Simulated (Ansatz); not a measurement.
**Sr (sc type): a single-point run**

Wanted: a converged single-point run for Sr (sc type), and a check of what comes out.

Program: Ansatz 0.2.0. Level of theory: DFT, LDA, PAW with Ansatz's default frozen-core files, scalar-relativistic. These are calculated values, not measurements.

## (1) The system as given

Symmetry: Pm-3m, No. 221, cubic system. Conventional cell: a = 3.074 Å, b = 3.074 Å, c = 3.074 Å, α = 90.00°, β = 90.00°, γ = 90.00°. Sr (site symmetry m-3m) is surrounded by 6 Sr at 3.07 Å.

Structure file:

```xyz
1
Lattice="3.0740 0.0000 0.0000 0.0000 3.0740 0.0000 0.0000 0.0000 3.0740" Properties=species:S:1:pos:R:3 pbc="T T T"
Sr    0.0000    0.0000    0.0000
```

## (2) Input and run

File input.yaml:

```yaml
crystal:
  lattice:
    - [3.0739943868, 0.0, 0.0]
    - [0.0, 3.0739943868, 0.0]
    - [0.0, 0.0, 3.0739943868]
  atoms:
    - { symbol: Sr, position: [0.0, 0.0, 0.0] }
kpoints:
  mp_grid: { grid: [1, 1, 1] }
scf:
  occupations: { method: fermi_dirac, width: 0.05 }
  max_iter: 100
hamiltonian:
  xc: lda
  pseudopotentials: { kind: paw }
output:
  forces: true
  stress: true
  eigenvalues: true
  populations: true
```

Started as:

```
$ ansatz run input.yaml --threads 1 --pin off --max-ram 2048MiB --backend cpu --events-out ev --progress --plain --runs-dir out
```

Q: Will this input give a usable result? If not, why, and what should change?

The program finished normally. It gives a pressure of 64 GPa, which is large; a structure far from rest gives such values too, whatever the setting.

Look at the input: kpoints.mp_grid.grid is [1, 1, 1]. One k-point can't sample the Brillouin zone of so small a cell.

The test: set kpoints.mp_grid.grid to [10, 10, 10].
